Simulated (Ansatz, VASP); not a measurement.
# SnTe: VASP beside Ansatz

INCAR

```
SYSTEM = SnTe
PREC = Accurate
ENCUT = 520
EDIFF = 1E-6
ISMEAR = 0
SIGMA = 0.03
LREAL = .FALSE.
LASPH = .TRUE.
NELM = 100
ALGO = Normal
ISIF = 2
LWAVE = .FALSE.
LCHARG = .TRUE.
GGA = PE
LELF = .TRUE.
LVHAR = .TRUE.
NBANDS = 17
```

KPOINTS

```
Automatic mesh
0
G
  10 10 10
  0 0 0
```

The input POSCAR:

```
SnTe
1.0
    0.0000000000      2.8921757224      3.7598284391
    2.8921757224      0.0000000000      3.7598284391
    2.8921757224      2.8921757224      0.0000000000
Sn Te
1 1
Direct
    0.0000000000      0.0000000000      0.0000000000
    0.5000000000      0.5000000000      0.5000000000
```

Input for Ansatz:

```yaml
crystal:
  lattice:
    - [0.0, 2.8921757224, 3.7598284391]
    - [2.8921757224, 0.0, 3.7598284391]
    - [2.8921757224, 2.8921757224, 0.0]
  atoms:
    - { symbol: Sn, position: [0.0, 0.0, 0.0] }
    - { symbol: Te, position: [0.5, 0.5, 0.5] }
basis:
  ecutwfc: 420
kpoints:
  mp_grid: { grid: [10, 10, 10] }
hamiltonian:
  xc: pbe
scf:
  occupations: { method: gaussian, width: 0.03 }
output:
  forces: true
  stress: true
  eigenvalues: true
```

Alike in both runs: task single point; functional PBE; k mesh 10 × 10 × 10; occupations gaussian, width 0.03 eV; no spin polarisation.

|  | VASP | Ansatz |
| --- | --- | --- |
| version | VASP 6.6.1 | Ansatz 0.2.0 |
| potentials or method | VASP PAW PBE potentials, release 64 (Sn_d, Te) | scalar-relativistic, plane waves, PAW |
| plane-wave cutoff (eV) | 520 | 420 |
| valence electrons in the cell | 20 | 30 |

|  | VASP | Ansatz | Ansatz less VASP |
| --- | --- | --- | --- |
| gap on the k mesh at the Fermi level (eV) | none | none | - |
| pressure (GPa) | 8.3 | 8.4 | +0.05 |
| largest component of the traceless stress (GPa) | 12.58 | 12.60 | +0.027 |

A gap of «none» marks a metal or a gap that the smearing closes. The two sets of potentials don't hold the same shells in valence.

The runs have no spin-orbit coupling, so splittings on Te are missing.
